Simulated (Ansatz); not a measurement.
# HfN: the cost of one run

Method: DFT PBE, scalar-relativistic, plane waves, PAW, in Ansatz 0.2.0.

### 1 The system as given

Symmetry: P4/nmm, No. 129, tetragonal system. The conventional cell has a = 3.857 Å, b = 3.857 Å, c = 4.818 Å, α = 90.00°, β = 90.00°, γ = 90.00°. Hf (site symmetry 4mm) has 4 N at 2.11 Å in its first shell of neighbours. Around N (site symmetry -4m2) lie 4 Hf at 2.11 Å.

Structure file:

```cif
data_structure
_symmetry_space_group_name_H-M 'P 1'
_symmetry_Int_Tables_number 1
_cell_length_a 3.8567
_cell_length_b 3.8567
_cell_length_c 4.8185
_cell_angle_alpha 90.000
_cell_angle_beta 90.000
_cell_angle_gamma 90.000
_cell_volume 71.67
loop_
_atom_site_label
_atom_site_type_symbol
_atom_site_fract_x
_atom_site_fract_y
_atom_site_fract_z
_atom_site_occupancy
Hf1 Hf 0.50000 0.00000 0.17687 1
Hf2 Hf 0.00000 0.50000 0.82313 1
N1 N 0.00000 0.00000 0.00000 1
N2 N 0.50000 0.50000 0.00000 1
```

This cell comes from an earlier session at PBE: 17.918 Å³/atom at 0.01 GPa, on a 10×10×8 mesh.

The changes: atom 3 (N) moved 0.08 Å along z; atom 1 (Hf) moved 0.12 Å along x; strain e4 = -0.01, atoms carried along; all atoms moved at random (σ = 0.15 Å), cell strained at random (1 %); all atoms moved at random (σ = 0.03 Å), cell strained at random (1 %).

### 2 Atom 3 (N) moved 0.08 Å along z

Contents of input.yaml:

```yaml
crystal:
  lattice:
    - [3.8567057347, 0.0, 0.0]
    - [0.0, 3.8567057347, 0.0]
    - [0.0, 0.0, 4.8184718836]
  atoms:
    - { symbol: Hf, position: [0.5, 0.0, 0.1768716561] }
    - { symbol: Hf, position: [0.0, 0.5, 0.8231283439] }
    - { symbol: "N", position: [0.0, 0.0, 0.0166027741] }
    - { symbol: "N", position: [0.5, 0.5, 0.0] }
basis:
  ecutwfc: 420
  ecutrho_ratio: 4
kpoints:
  mp_grid: { grid: [10, 10, 8] }
hamiltonian:
  xc: pbe
scf:
  occupations: { method: gaussian, width: 0.05 }
output:
  forces: true
  stress: true
  eigenvalues: true
  write_density: true
  write_potential: true
  elf: true
  volumetric_format: npy
```

Launch:

```sh
ansatz run input.yaml --threads 2 --pin off --max-ram 2662MiB --backend cpu --events-out ev --progress --plain --runs-dir out
```

Q: Estimate wall time and peak memory on 2 threads of Arm Neoverse V2, shared host.

About 44 s, with a peak of 0.58 GiB.
